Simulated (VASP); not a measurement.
# Al2O3 (P-6m2) in VASP: further runs, part 2 of 3

VASP 6.6.1. The steps go on from the part before.

## (3) Dielectric tensor, LDA

INCAR

```
SYSTEM = Al2O3
PREC = Accurate ; ENCUT = 400
EDIFF = 1E-8 ; ISMEAR = 0
SIGMA = 0.01 ; LREAL = .False.
LASPH = .True. ; NELM = 100
ALGO = Normal ; ISIF = 2
LWAVE = .False. ; LCHARG = .False.
LEPSILON = .True.
```

KPOINTS

```
Automatic mesh
0
Gamma
  10 10 3
  0 0 0
```

POSCAR

```
Al2O3
1.0
    2.8843249483      0.0000000000      0.0000000000
   -1.4421624742      2.4978986780      0.0000000000
    0.0000000000      0.0000000000      9.3367544600
Al O
2 3
Direct
    0.0000000000      0.0000000000      0.8500076700
    0.0000000000      0.0000000000      0.1499923300
    0.3333333333      0.6666666667      0.7776830800
    0.6666666667      0.3333333333      0.0000000000
    0.3333333333      0.6666666667      0.2223169200
```

Potentials or basis: VASP PAW LDA potentials, release 64 (Al, O).

Started as:

```bash
cat potpaw_LDA.64/Al/POTCAR potpaw_LDA.64/O/POTCAR > POTCAR
mpirun -np 1 vasp_std > vasp.out
```

OUTCAR:

```text
SYSTEM = Al2O3
   PREC = Accurate
   ENCUT = 400
   EDIFF = 1E-8
   ISMEAR = 0
   LREAL = .False.
   LASPH = .True.
   NELM = 100
   ISIF = 2
   LEPSILON = .True.

 Found     28 irreducible k-points:

 Following reciprocal coordinates:
            Coordinates               Weight
  0.000000  0.000000  0.000000      1.000000
  0.100000  0.000000  0.000000      6.000000
  0.200000  0.000000  0.000000      6.000000
  0.300000 -0.000000  0.000000      6.000000
  0.400000 -0.000000  0.000000      6.000000
  0.500000  0.000000  0.000000      3.000000
   k-points           NKPTS =     28   k-points in BZ     NKDIM =     28   number of bands    NBANDS=     16
   number of dos      NEDOS =    301   number of ions     NIONS =      5
[... 264 lines left out ...]
          -0.000000     0.000000     1.942090
 ------------------------------------------------------

 PIEZOELECTRIC TENSOR (including local field effects)  for field in x, y, z        (e  Angst)
          XX          YY          ZZ          XY          YZ          ZX
  --------------------------------------------------------------------------------
  x     0.00000    -0.00000    -0.00000    -0.06676     0.00000     0.00000
  y    -0.06676     0.06676    -0.00000    -0.00000     0.00000     0.00000
  z     0.00000     0.00000     0.00000    -0.00000     0.00000     0.00000

 PIEZOELECTRIC TENSOR (including local field effects)  for field in x, y, z        (C/m^2)
          XX          YY          ZZ          XY          YZ          ZX
  --------------------------------------------------------------------------------
  x     0.00000    -0.00000    -0.00000    -0.01590     0.00000     0.00000
  y    -0.01590     0.01590    -0.00000    -0.00000     0.00000     0.00000
  z     0.00000     0.00000     0.00000    -0.00000     0.00000     0.00000

 BORN EFFECTIVE CHARGES (including local field effects) (in |e|, cummulative output)
 ---------------------------------------------------------------------------------
 ion    1
    1     3.01592    -0.00000    -0.00000
    2    -0.00000     3.01592     0.00000
    3    -0.00000     0.00000     1.51341
 ion    2
    1     3.01592    -0.00000     0.00000
    2    -0.00000     3.01592    -0.00000
    3     0.00000     0.00000     1.51341
 ion    3
    1    -1.89856     0.00000    -0.00000
    2     0.00000    -1.89856     0.00000
    3     0.00000     0.00000    -0.91188
 ion    4
    1    -2.23471     0.00000     0.00000
    2     0.00000    -2.23471     0.00000
    3     0.00000     0.00000    -1.20305
 ion    5
    1    -1.89856     0.00000     0.00000
    2     0.00000    -1.89856     0.00000
    3    -0.00000     0.00000    -0.91188
```

Wall time 2.3 min (1 thread of AMD EPYC 9R45 (Zen 5), shared host); peak memory 0.24 GiB.

These settings aren't checked as converged: the numbers below hold their error.

Results:

```
Band gap on the k mesh                  : 4.74 eV, indirect (least direct gap 5.00 eV)
Electronic dielectric tensor (diagonal) : 2.70, 2.70, 1.94
Born charges (mean of the diagonal)     : Al +2.52; O -1.57, -1.89 e
```

Caveat: an odd mesh through Γ misses points on the zone boundary, where band edges often lie.

## (4) Dielectric tensor, LDA

INCAR: that of step 3 with these lines changed.

```diff
@@ -2,3 +2,3 @@
 PREC = Accurate ; ENCUT = 400
-EDIFF = 1E-8 ; ISMEAR = 0
+EDIFF = 1E-7 ; ISMEAR = 0
 SIGMA = 0.01 ; LREAL = .False.
```

KPOINTS is that of step 3.

POSCAR is that of step 3.

Potentials or basis: VASP PAW LDA potentials, release 64 (Al, O).

Started as:

```bash
cat potpaw_LDA.64/Al/POTCAR potpaw_LDA.64/O/POTCAR > POTCAR
mpirun -np 1 vasp_std > vasp.out
```

OUTCAR:

```text
SYSTEM = Al2O3
   PREC = Accurate
   ENCUT = 400
   EDIFF = 1E-7
   ISMEAR = 0
   LREAL = .False.
   LASPH = .True.
   NELM = 100
   ISIF = 2
   LEPSILON = .True.

 Found     28 irreducible k-points:

 Following reciprocal coordinates:
            Coordinates               Weight
  0.000000  0.000000  0.000000      1.000000
  0.100000  0.000000  0.000000      6.000000
  0.200000  0.000000  0.000000      6.000000
  0.300000 -0.000000  0.000000      6.000000
  0.400000 -0.000000  0.000000      6.000000
  0.500000  0.000000  0.000000      3.000000
   k-points           NKPTS =     28   k-points in BZ     NKDIM =     28   number of bands    NBANDS=     16
   number of dos      NEDOS =    301   number of ions     NIONS =      5
   total plane-waves  NPLWV =  25600
   dimension x,y,z NGX =    20 NGY =   20 NGZ =   64
   dimension x,y,z NGXF=    40 NGYF=   40 NGZF=  128
   ions per type =               2   3
   NGX,Y,Z   is equivalent  to a cutoff of  11.53, 11.53, 11.40 a.u.
   NGXF,Y,Z  is equivalent  to a cutoff of  23.06, 23.06, 22.79 a.u.
 SYSTEM =  Al2O3
   PREC   = accura    normal or accurate (medium, high low for compatibility)
   ISTART =      0    job   : 0-new  1-cont  2-samecut
   ICHARG =      2    charge: 1-file 2-atom 10-const
   ISPIN  =      1    spin polarized calculation?
[... 237 lines left out ...]
 PIEZOELECTRIC TENSOR FIELD DIRECTION 3  (e Angst)
 -----------------------------------------------------------------------------
    -0.00007 -0.00000 -0.00000           ( -0.00000  0.00000 -0.00000)
    -0.00000 -0.00007  0.00000           (  0.00000 -0.00000  0.00000)
     0.00000  0.00000  0.00018           ( -0.00000  0.00000 -0.00000)

 PIEZOELECTRIC TENSOR FIELD DIRECTION 3  (C/m^2)
 -----------------------------------------------------------------------------
    -0.00002 -0.00000 -0.00000
    -0.00000 -0.00002  0.00000
     0.00000  0.00000  0.00004

 MACROSCOPIC STATIC DIELECTRIC TENSOR (including local field effects in DFT)
 ------------------------------------------------------
           2.695238    -0.000000     0.000000
          -0.000000     2.695238     0.000000
           0.000000     0.000000     1.942091
 ------------------------------------------------------

 PIEZOELECTRIC TENSOR (including local field effects)  for field in x, y, z        (e  Angst)
          XX          YY          ZZ          XY          YZ          ZX
  --------------------------------------------------------------------------------
  x     0.00000    -0.00000     0.00000    -0.06674     0.00000     0.00000
  y    -0.06674     0.06674     0.00000    -0.00000     0.00000     0.00000
  z     0.00000     0.00000     0.00000    -0.00000    -0.00000     0.00000

 PIEZOELECTRIC TENSOR (including local field effects)  for field in x, y, z        (C/m^2)
          XX          YY          ZZ          XY          YZ          ZX
  --------------------------------------------------------------------------------
  x     0.00000    -0.00000     0.00000    -0.01590     0.00000     0.00000
  y    -0.01590     0.01590     0.00000    -0.00000     0.00000     0.00000
  z     0.00000     0.00000     0.00000    -0.00000    -0.00000     0.00000

 BORN EFFECTIVE CHARGES (including local field effects) (in |e|, cummulative output)
 ---------------------------------------------------------------------------------
 ion    1
    1     3.01589    -0.00000     0.00000
    2    -0.00000     3.01589     0.00000
    3     0.00000    -0.00000     1.51343
 ion    2
    1     3.01589    -0.00000     0.00000
    2    -0.00000     3.01589    -0.00000
    3    -0.00000     0.00000     1.51343
 ion    3
    1    -1.89854     0.00000     0.00000
    2     0.00000    -1.89854    -0.00000
    3    -0.00000     0.00000    -0.91189
 ion    4
    1    -2.23469     0.00000     0.00000
    2     0.00000    -2.23469    -0.00000
    3     0.00000     0.00000    -1.20308
 ion    5
    1    -1.89854     0.00000     0.00000
    2     0.00000    -1.89854     0.00000
    3    -0.00000    -0.00000    -0.91189
```

OSZICAR:

```text
N       E                     dE             d eps       ncg     rms          rms(c)
DAV:   1     0.112601512435E+03    0.11260E+03   -0.11001E+04   896   0.109E+03
DAV:   2    -0.375652837508E+02   -0.15017E+03   -0.14582E+03  1136   0.266E+02
[... 12 lines left out ...]
RMM:   8    -0.188185354258E+00   -0.18683E-03   -0.51297E-05  2066   0.289E-02    0.554E-03
RMM:   9    -0.188388710347E+00   -0.20336E-03   -0.31820E-04  2094   0.127E-02    0.248E-03
RMM:  10    -0.188439894595E+00   -0.51184E-04   -0.19601E-04  2056   0.569E-03    0.471E-04
RMM:  11    -0.188453346958E+00   -0.13452E-04   -0.28443E-05  2095   0.175E-03    0.463E-04
RMM:  12    -0.188459777659E+00   -0.64307E-05   -0.44071E-05  1941   0.104E-03    0.560E-05
RMM:  13    -0.188458016686E+00    0.17610E-05   -0.56881E-06   946   0.176E-04    0.239E-05
RMM:  14    -0.188457747771E+00    0.26892E-06    0.46393E-06   978   0.187E-04    0.220E-06
```

Run time: 2.1 min. Hardware: 1 thread of AMD EPYC 9R45 (Zen 5), shared host; peak memory 0.23 GiB.

These settings aren't checked as converged: the numbers below hold their error.

Results:

* Band gap on the k mesh: 4.74 eV, indirect (least direct gap 5.00 eV)
* Electronic dielectric tensor (diagonal): 2.70, 2.70, 1.94
* Born charges (mean of the diagonal): Al +2.52; O -1.57, -1.89 e

Caveat: an odd mesh through Γ misses points on the zone boundary, where band edges often lie.

(Part 2 of 3 ends here.)
